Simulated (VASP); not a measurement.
# TePb: band structure with PBEsol

**What was measured.**

A printed reference work, monograph reports, for a bulk crystal of TePb at 4.2 K: band gap 0.19 eV (direct).

Crystal: TePb.

```
Pb Te
1.0
     0.00000    3.23100    3.23100
     3.23100    0.00000    3.23100
     3.23100    3.23100    0.00000
Pb Te
1 1
Cartesian
  0.0000 0.0000 0.0000
  3.2310 3.2310 3.2310
```

```json
{
 "Program": "VASP 6.6.1",
 "Task": "band structure",
 "Functional": "PBEsol",
 "Potentials or basis": "VASP PAW PBE potentials, release 64 (Pb_d, Te)",
 "Cutoff": "520 eV",
 "k mesh": "7 × 7 × 7",
 "Occupations": "fermi-dirac, width 0.05 eV",
 "Spin": "no spin polarisation",
 "Further INCAR settings": "ALGO = Fast; EDIFF = 1e-07; NBANDS = 17"
}
```

* Band gap along the path: 0.67 eV, direct

Levels at the corners of the path, in eV from the Fermi level:
```
point  band 7  band 8  band 9  band 10  band 11  band 12  band 13  band 14
    Γ   -5.99   -1.71   -1.71    -1.71     3.68     3.68     3.68     5.38
    X   -7.68   -4.90   -3.18    -3.18     2.84     5.09     5.09     6.31
    X   -7.68   -4.90   -3.18    -3.18     2.84     5.09     5.09     6.31
    W   -8.37   -4.18   -4.18    -0.72     1.26     4.80     4.80     6.44
    W   -8.37   -4.18   -4.18    -0.72     1.26     4.80     4.80     6.44
    K   -8.35   -4.51   -2.67    -2.47     3.17     3.40     4.69     5.54
    K   -8.35   -4.51   -2.67    -2.47     3.17     3.40     4.69     5.54
    Γ   -5.99   -1.71   -1.71    -1.71     3.68     3.68     3.68     5.38
    Γ   -5.99   -1.71   -1.71    -1.71     3.68     3.68     3.68     5.38
    L   -8.98   -1.25   -1.25    -0.38     0.29     0.87     0.87     7.91
    L   -8.98   -1.25   -1.25    -0.38     0.29     0.87     0.87     7.91
    U   -8.35   -4.51   -2.67    -2.47     3.17     3.40     4.69     5.54
    U   -8.35   -4.51   -2.67    -2.47     3.17     3.40     4.69     5.54
    W   -8.37   -4.18   -4.18    -0.72     1.26     4.80     4.80     6.44
    W   -8.37   -4.18   -4.18    -0.72     1.26     4.80     4.80     6.44
    L   -8.98   -1.25   -1.25    -0.38     0.29     0.87     0.87     7.91
    L   -8.98   -1.25   -1.25    -0.38     0.29     0.87     0.87     7.91
    K   -8.35   -4.51   -2.67    -2.47     3.17     3.40     4.69     5.54
    U   -8.35   -4.51   -2.67    -2.47     3.17     3.40     4.69     5.54
    X   -7.68   -4.90   -3.18    -3.18     2.84     5.09     5.09     6.31
```

Run time: 2.8 min on 1 thread of Intel(R) Xeon(R) Platinum 8488C (Sapphire Rapids) (shared host), peak memory 0.37 GiB.

Measured gap of TePb: 0.19 eV (direct; 4.2 K; a printed reference work, monograph). This calculation gives 0.67 eV (+0.48 eV). Spin-orbit coupling on Pb, Te is left out. The value is that of PBEsol, without temperature or zero-point motion.

Caveat: the log is that of the step along the path at fixed density, whose energy, stress, charges and moments have no meaning; this odd mesh misses L, where the gap lies, so gap, dielectric constants and Born charges aren't listed; spin-orbit coupling is left out, which moves the levels of the heavy elements.
